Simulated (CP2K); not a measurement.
Runs of CP2K 2026.2 on TiO2 (Anatase). It takes space group I4_1/amd (No. 141, tetragonal). Conventional cell: a = 3.784 Å, b = 3.784 Å, c = 9.515 Å, α = 90.00°, β = 90.00°, γ = 90.00°. Ti (site symmetry -4m2) is surrounded by 6 O at 1.93 to 1.98 Å. Around O (site symmetry 2mm) lie 3 Ti at 1.93 to 1.98 Å. 

| level | potentials or basis | smearing | EPS_DEFAULT | NGRIDS | points a segment of the path (NPOINTS) | bands added on the path | CUTOFF of the grids | gap on the mesh (eV) | pressure (GPa) | largest force (eV/Å) |
| --- | --- | --- | --- | --- | --- | --- | --- | --- | --- | --- |
| PBEsol | POTENTIAL_UZH Ti GTH-PBE-q12, O GTH-PBE-q6; TZVP-MOLOPT-PBE-GTH basis | fermi-dirac 0.0259 eV | 1.0E-10 | 4 | 6 | 4 | 600 Ry | 2.29 | 0.4 | 0.05 |
| LDA | GTH_POTENTIALS Ti GTH-PADE-q12, O GTH-PADE-q6; TZVP-MOLOPT-PBE-GTH basis | fermi-dirac 0.05 eV | 1.0E-10 | 5 | 8 | 2 | 600 Ry | 2.25 | -6.5 | (a) |
| TB-mBJ | POTENTIAL_UZH Ti GTH-PBE-q12, O GTH-PBE-q6; TZVP-MOLOPT-PBE-GTH basis | fermi-dirac 0.01 eV | 1.0E-9 | 5 | 10 | 6 | 850 Ry | (b) | - | - |
| r2SCAN | POTENTIAL_UZH Ti GTH-SCAN-q12, O GTH-SCAN-q6; TZVP-MOLOPT-SCAN-GTH basis | fermi-dirac 0.1 eV | 1.0E-9 | 4 | 10 | 6 | 850 Ry | 2.71 | 1.7 | 0.02 |

Alike in all rows: task band structure; no spin polarisation; cell as given; k mesh 10 × 10 × 10.

Problem. Estimate the missing entries.

Solution. (a) 0.11; (b) 2.41.

Caveats: the mesh misses the band edges, which the band path finds closer together; the basis of atomic orbitals isn't converged, which shifts pressures, moduli and gaps; the potentials were made for another functional, which shifts forces and pressure (some runs); this is a model potential without an energy functional, so only levels have meaning (some runs).

Runs at the PBE level aren't shown here.
